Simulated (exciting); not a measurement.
The system is NaCl.

```
Cl Na
1.0
     3.50219    0.00000    0.00000
     0.00000    3.50219    0.00000
     0.00000    0.00000    3.50219
Cl Na
1 1
Direct
  0.50000 0.50000 0.50000
  0.00000 0.00000 0.00000
```

Measurements of this composition are mostly on another form, of space group No. 225.

Base run:

* Program: exciting (release sodium)
* Functional: revPBE
* Potentials or basis: all-electron LAPW+lo, shipped species files, valence relativity iora*
* rgkmax: 7.5
* k mesh: 8 × 8 × 8
* Occupations: fermi-dirac, width 0.05 eV
* Spin: no spin polarisation

Its results: band gap on the k mesh 4.28 eV, indirect (least direct gap 4.76 eV).

Q: After a change of settings the same cell gave: band gap on the k mesh 3.61 eV, indirect (least direct gap 4.11 eV). Which change was it?
A. functional from revPBE to BLYP
B. functional from revPBE to PBE; occupations from fermi-dirac, width 0.05 eV to gaussian, width 0.011 eV
C. functional from revPBE to LDA
D. functional from revPBE to PBEsol

A: C.
